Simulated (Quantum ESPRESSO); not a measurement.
# BaTiO3 (R3m) in Quantum ESPRESSO: notebook, part 2 of 2

Quantum ESPRESSO 7.5. Earlier steps stand in the parts before.

## Step 3: Single point, PBEsol, 12.07 Å³/atom

The input, pw.in:

```
&CONTROL
  calculation = 'scf'
  prefix = 'pwscf'
  outdir = './tmp'
  pseudo_dir = './pseudo'
  tprnfor = .true.
  tstress = .true.
  disk_io = 'nowf'
/
&SYSTEM
  ibrav = 0
  nat = 5
  ntyp = 3
  ecutwfc = 45
  ecutrho = 360
  nbnd = 28
  occupations = 'smearing'
  smearing = 'fd'
  degauss = 0.00367493
/
&ELECTRONS
  conv_thr = 1d-09
  electron_maxstep = 120
  mixing_beta = 0.5
/
ATOMIC_SPECIES
Ba   137.3270 ba_pbesol_v1.uspp.F.UPF
Ti    47.8670 ti_pbesol_v1.4.uspp.F.UPF
O     15.9990 o_pbesol_v1.2.uspp.F.UPF
CELL_PARAMETERS angstrom
   2.7696490538    1.5990576267    2.2710660605
  -2.7696490538    1.5990576267    2.2710660605
   0.0000000000   -3.1981152536    2.2710660605
ATOMIC_POSITIONS crystal
Ba     0.0000000000    0.0000000000    0.0000000000
Ti     0.4845000000    0.4845000000    0.4845000000
O      0.5086000000    0.0175000000    0.5086000000
O      0.0175000000    0.5086000000    0.5086000000
O      0.5086000000    0.5086000000    0.0175000000
K_POINTS automatic
7 7 7 0 0 0
```

Potentials or basis: GBRV 1.5 PBEsol.

Command:

```sh
OMP_NUM_THREADS=1 mpirun -n 2 pw.x -nk 2 -in pw.in > pw.out
```

Wall time 33 s (2 MPI ranks of Intel Xeon Platinum 8259CL at 2.50GHz (Skylake/Cascade Lake), shared host); peak memory 0.46 GiB.

Results (log left out):

```
Free energy            : -3901.1458 eV
Pressure               : 12.1 GPa
Largest force          : 0.790 eV/Å
Band gap on the k mesh : 2.60 eV, indirect (least direct gap 2.85 eV)
```

Caveat: spin-orbit coupling is left out, which moves the levels of the heavy elements; an odd mesh through Γ misses points on the zone boundary, where band edges often lie.

## Step 4: Single point, PBEsol, 12.33 Å³/atom

pw.in, as its differences from that of step 3:

```diff
@@ -30,5 +30,5 @@
 CELL_PARAMETERS angstrom
-   2.7696490538    1.5990576267    2.2710660605
-  -2.7696490538    1.5990576267    2.2710660605
-   0.0000000000   -3.1981152536    2.2710660605
+   2.7891542673    1.6103189670    2.2870600104
+  -2.7891542673    1.6103189670    2.2870600104
+   0.0000000000   -3.2206379340    2.2870600104
 ATOMIC_POSITIONS crystal
```

Command:

```sh
OMP_NUM_THREADS=1 mpirun -n 2 pw.x -nk 2 -in pw.in > pw.out
```

It took 32 s on 2 MPI ranks of Intel Xeon Platinum 8259CL at 2.50GHz (Skylake/Cascade Lake), shared host; peak memory 0.48 GiB.

The run converged. Its results:

* Free energy: -3901.2251 eV
* Pressure: 7.5 GPa
* Largest force: 0.545 eV/Å
* Band gap on the k mesh: 2.55 eV, indirect (least direct gap 2.82 eV)

Caveat: spin-orbit coupling is left out, which moves the levels of the heavy elements; an odd mesh through Γ misses points on the zone boundary, where band edges often lie.

## Step 5: Single point, PBEsol, 12.58 Å³/atom

pw.in, as its differences from that of step 4:

```diff
@@ -30,5 +30,5 @@
 CELL_PARAMETERS angstrom
-   2.7891542673    1.6103189670    2.2870600104
-  -2.7891542673    1.6103189670    2.2870600104
-   0.0000000000   -3.2206379340    2.2870600104
+   2.8083904218    1.6214249660    2.3028333365
+  -2.8083904218    1.6214249660    2.3028333365
+   0.0000000000   -3.2428499320    2.3028333365
 ATOMIC_POSITIONS crystal
```

Command:

```sh
OMP_NUM_THREADS=1 mpirun -n 2 pw.x -nk 2 -in pw.in > pw.out
```

It took 38 s on 2 MPI ranks of Intel Xeon Platinum 8259CL at 2.50GHz (Skylake/Cascade Lake), shared host; peak memory 0.48 GiB.

The run converged. Its results:

```yaml
Free_energy: -3901.2698 eV
Pressure: 3.4 GPa
Largest_force: 0.315 eV/Å
Band_gap_on_the_k_mesh: 2.49 eV, indirect (least direct gap 2.79 eV)
```

Caveat: spin-orbit coupling is left out, which moves the levels of the heavy elements; an odd mesh through Γ misses points on the zone boundary, where band edges often lie.

## Step 6: Single point, PBEsol, 12.84 Å³/atom

pw.in, as its differences from that of step 5:

```diff
@@ -30,5 +30,5 @@
 CELL_PARAMETERS angstrom
-   2.8083904218    1.6214249660    2.3028333365
-  -2.8083904218    1.6214249660    2.3028333365
-   0.0000000000   -3.2428499320    2.3028333365
+   2.8273666084    1.6323808724    2.3183934932
+  -2.8273666084    1.6323808724    2.3183934932
+   0.0000000000   -3.2647617449    2.3183934932
 ATOMIC_POSITIONS crystal
```

Potentials or basis: GBRV 1.5 PBEsol.

Command:

```sh
OMP_NUM_THREADS=1 mpirun -n 2 pw.x -nk 2 -in pw.in > pw.out
```

Wall time 38 s (2 MPI ranks of Intel Xeon Platinum 8259CL at 2.50GHz (Skylake/Cascade Lake), shared host); peak memory 0.5 GiB.

Results (log left out):

| Quantity | Value |
| --- | --- |
| Free energy | -3901.2834 eV |
| Pressure | -0.2 GPa |
| Largest force | 0.130 eV/Å |
| Band gap on the k mesh | 2.44 eV, indirect (least direct gap 2.75 eV) |

Caveat: spin-orbit coupling is left out, which moves the levels of the heavy elements; an odd mesh through Γ misses points on the zone boundary, where band edges often lie.

## Step 7: Single point, PBEsol, 13.10 Å³/atom

pw.in, as its differences from that of step 6:

```diff
@@ -30,5 +30,5 @@
 CELL_PARAMETERS angstrom
-   2.8273666084    1.6323808724    2.3183934932
-  -2.8273666084    1.6323808724    2.3183934932
-   0.0000000000   -3.2647617449    2.3183934932
+   2.8460914363    1.6431916568    2.3337475400
+  -2.8460914363    1.6431916568    2.3337475400
+   0.0000000000   -3.2863833137    2.3337475400
 ATOMIC_POSITIONS crystal
```

Command:

```sh
OMP_NUM_THREADS=1 mpirun -n 2 pw.x -nk 2 -in pw.in > pw.out
```

Wall time 42 s (2 MPI ranks of Intel Xeon Platinum 8259CL at 2.50GHz (Skylake/Cascade Lake), shared host); peak memory 0.5 GiB.

The run converged. Its results:

```
Free energy            : -3901.2693 eV
Pressure               : -3.5 GPa
Largest force          : 0.135 eV/Å
Band gap on the k mesh : 2.39 eV, indirect (least direct gap 2.72 eV)
```

Caveat: spin-orbit coupling is left out, which moves the levels of the heavy elements; an odd mesh through Γ misses points on the zone boundary, where band edges often lie.

## Step 8: Single point, PBEsol, 13.35 Å³/atom

pw.in, as its differences from that of step 7:

```diff
@@ -30,5 +30,5 @@
 CELL_PARAMETERS angstrom
-   2.8460914363    1.6431916568    2.3337475400
-  -2.8460914363    1.6431916568    2.3337475400
-   0.0000000000   -3.2863833137    2.3337475400
+   2.8645730673    1.6538620315    2.3489021694
+  -2.8645730673    1.6538620315    2.3489021694
+   0.0000000000   -3.3077240631    2.3489021694
 ATOMIC_POSITIONS crystal
```

Command:

```sh
OMP_NUM_THREADS=1 mpirun -n 2 pw.x -nk 2 -in pw.in > pw.out
```

Run time: 39 s. Hardware: 2 MPI ranks of Intel Xeon Platinum 8259CL at 2.50GHz (Skylake/Cascade Lake), shared host; peak memory 0.5 GiB.

It converged, with:

| Quantity | Value |
| --- | --- |
| Free energy | -3901.2303 eV |
| Pressure | -6.4 GPa |
| Largest force | 0.298 eV/Å |
| Band gap on the k mesh | 2.34 eV, indirect (least direct gap 2.68 eV) |

Caveat: spin-orbit coupling is left out, which moves the levels of the heavy elements; an odd mesh through Γ misses points on the zone boundary, where band edges often lie.

## Step 9: Single point, PBEsol, 13.61 Å³/atom

pw.in, as its differences from that of step 8:

```diff
@@ -30,5 +30,5 @@
 CELL_PARAMETERS angstrom
-   2.8645730673    1.6538620315    2.3489021694
-  -2.8645730673    1.6538620315    2.3489021694
-   0.0000000000   -3.3077240631    2.3489021694
+   2.8828192476    1.6643964686    2.3638637331
+  -2.8828192476    1.6643964686    2.3638637331
+   0.0000000000   -3.3287929373    2.3638637331
 ATOMIC_POSITIONS crystal
```

Potentials or basis: GBRV 1.5 PBEsol.

Command:

```sh
OMP_NUM_THREADS=1 mpirun -n 2 pw.x -nk 2 -in pw.in > pw.out
```

Wall time 47 s (2 MPI ranks of Intel Xeon Platinum 8259CL at 2.50GHz (Skylake/Cascade Lake), shared host); peak memory 0.52 GiB.

It converged, with:

| Property | Result |
| --- | --- |
| Free energy | -3901.1691 eV |
| Pressure | -9.0 GPa |
| Largest force | 0.478 eV/Å |
| Band gap on the k mesh | 2.29 eV, indirect (least direct gap 2.65 eV) |

Caveat: spin-orbit coupling is left out, which moves the levels of the heavy elements; an odd mesh through Γ misses points on the zone boundary, where band edges often lie.

## Step 10: Equation of state, PBEsol

No new run: the results of the series are fitted here.

What came out:

- Equilibrium volume: 12.83 Å³/atom
- Bulk modulus at fixed shape and positions: 173 GPa
- Pressure derivative of the bulk modulus: 4.5

Energy against volume, from the lowest point:
| volume (Å³/atom) | energy (meV/atom) |
| --- | --- |
| 12.070 | 27.52 |
| 12.327 | 11.67 |
| 12.583 | 2.73 |
| 12.840 | 0.00 |
| 13.097 | 2.82 |
| 13.354 | 10.62 |
| 13.611 | 22.87 |

Caveat: the cell was scaled at fixed shape and fractional positions, which overstates the stiffness of a crystal with free parameters, most of all of layers and chains. The run has no spin-orbit coupling, so splittings on Ba are missing.
